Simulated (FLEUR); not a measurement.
MnO under changes of volume

One of the cells (10.999 Å³/atom); the others are scaled copies at fixed shape and fractional positions:

```
Mn O
1.0
     0.00000    2.22391    2.22391
     2.22391    0.00000    2.22391
     2.22391    2.22391    0.00000
Mn O
1 1
Direct
  0.00000 0.00000 0.00000
  0.50000 0.50000 0.50000
```

The cell is a database's computed one.

| Property | Result |
| --- | --- |
| Program | FLEUR MaX-R8.1 (later development tree) |
| Functional | SCAN |
| Potentials or basis | all-electron |
| Basis | FLAPW |
| Kmax | 4.58 1/bohr |
| k mesh | 10 × 10 × 10 |
| Occupations | fermi-dirac, width 0.05 eV |
| Spin | collinear spin, ferromagnetic start |
| Starting moments | [4.0, 0.0] μB |

```csv
volume (Å³/atom),energy over the lowest point (meV/atom),moment (μB per cell)
10.339,?,?
10.559,8.15,4.98
10.999,0.00,5.00
11.439,9.45,5.00
11.659,19.84,5.00
```

Task: What does the run at 10.339 Å³/atom give?

Result: Energy over the lowest point 19.58 meV/atom; moment 4.97 μB per cell.

Worked out: A Birch-Murnaghan fit of order 2 (a polynomial in V^(-2/3)) to the other rows has its minimum at 10.97 Å³/atom with B0 = V·E''(V) = 162 GPa. It gives 20.06 meV/atom at 10.339 Å³/atom, against the run's 19.58. A parabola through the other rows of the moment, of slope 0.0734 μB per Å³/atom there, extrapolates to 4.97 μB, against the run's 4.97.

Energies are extrapolated to zero smearing.

Caveats: the meta-GGA is that of a development version, with a GGA for the radial functions and cores and without core tails; a cell with one magnetic atom can't hold antiferromagnetic order, which such compounds often take.
